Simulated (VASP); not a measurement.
# Ge (Fd-3m) in VASP: notebook

One crystal, Ge, is run at these levels: PBE; tasks: relaxation of cell and atoms, single point.

Program: VASP 6.6.1. These are calculated values, not measurements. Logs are shortened: lines on timing, memory, paths and dates and some standing lists are left out, and cuts for length are marked.

**What was measured.**

“Electronic and optical properties of SixGe1-x-ySny alloys lattice-matched to Ge”, 2021, arxiv:2109.02782 reports, for a bulk crystal of Ge at 293 K: band gap 0.666 eV (indirect).

The runs below are set against these values where they give the same quantity.

**1. The crystal as given**

It takes space group Fd-3m (No. 227, cubic). The conventional cell has a = 5.658 Å, b = 5.658 Å, c = 5.658 Å, α = 90.00°, β = 90.00°, γ = 90.00°. Ge (site symmetry -43m) is surrounded by 4 Ge at 2.45 Å.

**2. Relaxation of cell and atoms, PBE**

The input, INCAR:

```
SYSTEM = Ge
PREC = Accurate ; ENCUT = 520
EDIFF = 1E-7 ; ISMEAR = 0
SIGMA = 1.0 ; LREAL = .False.
LASPH = .True. ; NELM = 60
ALGO = Normal ; ISIF = 3
LWAVE = .False. ; LCHARG = .False.
GGA = PE ; IBRION = 2
NSW = 80 ; EDIFFG = -0.002
```

The input, KPOINTS:

```
Automatic mesh
0
Gamma
  10 10 10
  0 0 0
```

The input, POSCAR:

```
Ge
1.0
    0.0000000000      2.8289100000      2.8289100000
    2.8289100000      0.0000000000      2.8289100000
    2.8289100000      2.8289100000      0.0000000000
Ge
2
Direct
    0.0000000000      0.0000000000      0.0000000000
    0.2500000000      0.2500000000      0.2500000000
```

Potentials or basis: VASP PAW PBE potentials, release 64 (Ge_d).

Run with:

```
$ cat potpaw_PBE.64/Ge_d/POTCAR > POTCAR
$ mpirun -np 1 vasp_std > vasp.out
```

OUTCAR:

```text
SYSTEM = Ge
   PREC = Accurate
   ENCUT = 520
   EDIFF = 1E-7
   ISMEAR = 0
   LREAL = .False.
   LASPH = .True.
   NELM = 60
   ISIF = 3
   GGA = PE
   IBRION = 2
   NSW = 80
   EDIFFG = -0.002

 ion  position               nearest neighbor table
   1  0.000  0.000  0.000-   2 2.45   2 2.45   2 2.45   2 2.45
   2  0.250  0.250  0.250-   1 2.45   1 2.45   1 2.45   1 2.45

  LATTYP: Found a face centered cubic cell.
 ALAT       =     5.6578200000

  Lattice vectors:

 A1 = (   0.0000000000,   2.8289100000,   2.8289100000)
 A2 = (   2.8289100000,   0.0000000000,   2.8289100000)
 A3 = (   2.8289100000,   2.8289100000,   0.0000000000)

Analysis of symmetry for initial positions (statically):
=====================================================================
 Subroutine PRICEL returns:
 Original cell was already a primitive cell.

 Routine SETGRP: Setting up the symmetry group for a
 face centered cubic supercell.

 Subroutine GETGRP returns: Found 48 space group operations
 (whereof 24 operations were pure point group operations)
 out of a pool of 48 trial point group operations.

The static configuration has the point symmetry T_d .
 The point group associated with its full space group is O_h .

Analysis of symmetry for dynamics (positions and initial velocities):
=====================================================================
 Subroutine PRICEL returns:
 Original cell was already a primitive cell.

 Routine SETGRP: Setting up the symmetry group for a
 face centered cubic supercell.

 Subroutine GETGRP returns: Found 48 space group operations
 (whereof 24 operations were pure point group operations)
 out of a pool of 48 trial point group operations.

The dynamic configuration has the point symmetry T_d .
 The point group associated with its full space group is O_h .

 Subroutine INISYM returns: Found 48 space group operations
 (whereof 24 operations are pure point group operations),
 and found     1 'primitive' translations

----------------------------------------------------------------------------------------

                                     Primitive cell

  volume of cell :      45.2780

  direct lattice vectors                    reciprocal lattice vectors
     0.000000000  2.828910000  2.828910000    -0.176746521  0.176746521  0.176746521
     2.828910000  0.000000000  2.828910000     0.176746521 -0.176746521  0.176746521
     2.828910000  2.828910000  0.000000000     0.176746521  0.176746521 -0.176746521

  length of vectors
     4.000682889  4.000682889  4.000682889     0.306133954  0.306133954  0.306133954

  position of ions in fractional coordinates (direct lattice)
     0.000000000  0.000000000  0.000000000
     0.250000000  0.250000000  0.250000000

  ion indices of the primitive-cell ions
   primitive index   ion index
                 1           1
                 2           2

----------------------------------------------------------------------------------------

 KPOINTS: Automatic mesh

Automatic generation of k-mesh.
 Grid dimensions read from file:
 generate k-points for:   10   10   10

 Generating k-lattice:

  Cartesian coordinates                     Fractional coordinates (reciprocal lattice)
    -0.017674652  0.017674652  0.017674652     0.100000000  0.000000000  0.000000000
     0.017674652 -0.017674652  0.017674652     0.000000000  0.100000000  0.000000000
     0.017674652  0.017674652 -0.017674652     0.000000000  0.000000000  0.100000000

  Length of vectors
     0.030613395  0.030613395  0.030613395

  Shift w.r.t. Gamma in fractional coordinates (k-lattice)
     0.000000000  0.000000000  0.000000000

 Subroutine IBZKPT returns following result:
 ===========================================

 Found     47 irreducible k-points:

 Following reciprocal coordinates:
            Coordinates               Weight
  0.000000  0.000000  0.000000      1.000000
  0.100000  0.000000  0.000000      8.000000
  0.200000  0.000000  0.000000      8.000000
  0.300000  0.000000  0.000000      8.000000
  0.400000  0.000000  0.000000      8.000000
  0.500000  0.000000  0.000000      4.000000
[... 16 lines left out ...]
  0.300000  0.300000  0.000000      6.000000
  0.400000  0.300000  0.000000     24.000000
 [... further k-points ...]
   k-points           NKPTS =     47   k-points in BZ     NKDIM =     47   number of bands    NBANDS=     18
   number of dos      NEDOS =    301   number of ions     NIONS =      2
   total plane-waves  NPLWV =  27000
   dimension x,y,z NGX =    30 NGY =   30 NGZ =   30
   dimension x,y,z NGXF=    60 NGYF=   60 NGZF=   60
   ions per type =               2
   NGX,Y,Z   is equivalent  to a cutoff of  12.47, 12.47, 12.47 a.u.
   NGXF,Y,Z  is equivalent  to a cutoff of  24.93, 24.93, 24.93 a.u.
 SYSTEM =  Ge
   PREC   = accura    normal or accurate (medium, high low for compatibility)
   ISTART =      0    job   : 0-new  1-cont  2-samecut
   ICHARG =      2    charge: 1-file 2-atom 10-const
   ISPIN  =      1    spin polarized calculation?
   LNONCOLLINEAR =      F non collinear calculations
   LSORBIT =      F    spin-orbit coupling
   LASPH  =      T    aspherical Exc in radial PAW
   ENCUT  =  520.0 eV  38.22 Ry    6.18 a.u.   7.44  7.44  7.44*2*pi/ulx,y,z
   NELM   =     60;   NELMIN=  2; NELMDL= -5     # of ELM steps
   EDIFF  = 0.1E-06   stopping-criterion for ELM
   LREAL  =      F    real-space projection
   EDIFFG = -.2E-02   stopping-criterion for IOM
   NSW    =     80    number of steps for IOM
   IBRION =      2    ionic relax: 0-MD 1-quasi-New 2-CG
   NFREE  =      1    steps in history (QN), initial steepest desc. (CG)
   ISIF   =      3    stress and relaxation
   ISYM   =      2    0-nonsym 1-usesym 2-fastsym
   POTIM  = 0.5000    time-step for ionic-motion
   TEBEG  =    0.0;   TEEND  =   0.0 temperature during run
   PSTRESS=    0.0 pullay stress
   NELECT =      28.0000    total number of electrons
   NUPDOWN=      -1.0000    fix difference up-down
   EMIN   =  10.00;   EMAX   =-10.00  energy-range for DOS
   EFERMI =   0.00;   METHOD = LEGACY
   ISMEAR =     0;   SIGMA  =   1.00  broadening in eV -4-tet -1-fermi 0-gaus
   EFERMI_NEDOS =   21; number of points for ismear=-14 and -15
   IALGO  =     38    algorithm
   IMIX   =      4    mixing-type and parameters
     AMIX     =   0.40;   BMIX     =  1.00
     AMIX_MAG =   1.60;   BMIX_MAG =  1.00
  volume/ion in A,a.u.               =      22.64       152.78
  Fermi-wavevector in a.u.,A,eV,Ry     =   1.394756  2.635708 26.468033  1.945346
  Thomas-Fermi vector in A             =   2.518275
   LORBIT       =      0    0 simple, 1 ext, 2 COOP (PROOUT), +10 PAW based schemes
   GGA     = PE    functional components
   LHFCALC =     F    Hartree Fock is set to
   AEXX    =    0.0000 exact exchange contribution
   IVDW    =     0    specifies the selected vdW correction
   LEPSILON=     F    determine dielectric tensor
   LRPA    =     F    only Hartree local field effects (RPA)
 conjugate gradient relaxation of ions
 non-spin polarized calculation
 Gauss-broadening in eV      SIGMA  =   1.00
  energy-cutoff  :      520.00
  volume of cell :       45.28
 maximum number of plane-waves:      1243
 NGX is ok and might be reduce to    30
   NGX = 15   NGY = 15   NGZ = 15

--------------------------------------- Ionic step        1  -------------------------------------------

 number of electron      28.0000022 magnetization

 Free energy of the ion-electron system (eV)
  ---------------------------------------------------
  ext. energy  EPLUGINS =         0.00000000
  ---------------------------------------------------
  free energy    TOTEN  =        -9.05168759 eV

  energy without entropy =       -8.90498026  energy(sigma->0) =       -8.97833392

 E-fermi :   5.0210     XC(G=0):  -9.9385

 val. band max:        5.0062933537   @ k =   0.0000   0.0000   0.0000
 cond. band min:       5.1602651074   @ k =   0.5000   0.0000   0.0000
 fundamental gap:      0.1539717538
 Fermi energy:         5.0210212201

 k-point     1 :       0.0000    0.0000    0.0000
  band No.  band energies     occupation
      1     -19.8451      2.00000
      2     -19.8451      2.00000
      3     -19.8451      2.00000
      4     -19.8086      2.00000
      5     -19.8086      2.00000
      6     -19.5982      2.00000
[... 10 lines left out ...]
     17       7.5358      0.00038
     18       7.5358      0.00038
[... 541 lines left out ...]
 POSITION                                       TOTAL-FORCE (eV/Angst)
 -----------------------------------------------------------------------------------
      5.81069      2.90535      2.90535        -0.000000     -0.000000     -0.000000
      1.45267      1.45267      1.45267         0.000000      0.000000      0.000000
 -----------------------------------------------------------------------------------
    total drift:                                0.000000      0.000000      0.000000

  FREE ENERGIE OF THE ION-ELECTRON SYSTEM (eV)
  ---------------------------------------------------
  free  energy   TOTEN  =        -9.0834266641 eV

  energy  without entropy=       -8.9048950212  energy(sigma->0) =       -8.99416084

--------------------------------------- Ionic step        3  -------------------------------------------

 number of electron      27.9999974 magnetization

 Free energy of the ion-electron system (eV)
  ---------------------------------------------------
  ext. energy  EPLUGINS =         0.00000000
  ---------------------------------------------------
  free energy    TOTEN  =        -9.08592856 eV

  energy without entropy =       -8.91534870  energy(sigma->0) =       -9.00063863

 E-fermi :   4.4188     XC(G=0):  -9.6462

 val. band max:        4.3903912390   @ k =   0.5000   0.0000   0.0000
 cond. band min:       4.4710019517   @ k =   0.4000   0.0000   0.0000
 fundamental gap:      0.0806107127
 Fermi energy:         4.4187861212

 k-point     1 :       0.0000    0.0000    0.0000
  band No.  band energies     occupation
      1     -20.3515      2.00000
      2     -20.3515      2.00000
      3     -20.3515      2.00000
      4     -20.3196      2.00000
      5     -20.3196      2.00000
      6     -20.1406      2.00000
[... 10 lines left out ...]
     17       6.9186      0.00041
     18       6.9186      0.00041
[... 505 lines left out ...]
 POSITION                                       TOTAL-FORCE (eV/Angst)
 -----------------------------------------------------------------------------------
     -0.00000      0.00000      0.00000         0.000000      0.000000      0.000000
      1.44415      1.44415      1.44415        -0.000000     -0.000000     -0.000000
 -----------------------------------------------------------------------------------
    total drift:                                0.000000     -0.000000      0.000000

  FREE ENERGIE OF THE ION-ELECTRON SYSTEM (eV)
  ---------------------------------------------------
  free  energy   TOTEN  =        -9.0859285623 eV

  energy  without entropy=       -8.9153486984  energy(sigma->0) =       -9.00063863

 reached required accuracy - stopping structural energy minimisation
```

Wall time 39 s (1 thread of Intel Xeon 6975P-C (Granite Rapids), shared host); peak memory 0.18 GiB.

Results:

- Free energy: -9.0859 eV
- Relaxed volume: 24.09 Å³/atom
- Relaxed cell: a = 4.085 Å, b = 4.085 Å, c = 4.085 Å, α = 60.00°, β = 60.00°, γ = 60.00°
- Space group after relaxing (to 0.05 Å): Fd-3m (No. 227)
- Energy gained by relaxing: 17.1 meV/atom
- Ionic steps: 3
- Pressure after relaxing: 0.0 GPa
- Band gap on the k mesh: none (metal or under the smearing width)

The path:
```tsv
step	energy change (eV)	largest force (eV/Å)	pressure (GPa)	volume (Å³)
1	0.0000	0.0000	3.96	45.28
2	-0.0317	0.0000	-0.95	49.05
3	-0.0342	0.0000	0.00	48.19
```

Final structure:
```
CELL_PARAMETERS angstrom
0.00000 2.88829 2.88829
2.88829 0.00000 2.88829
2.88829 2.88829 0.00000
ATOMIC_POSITIONS crystal
Ge 0.00000 0.00000 0.00000
Ge 0.25000 0.25000 0.25000
```

Caveat: this crystal is a semiconductor, whose small gap the functional closes, so the metal is an error of the method.

(Part 1 of 2 ends here.)
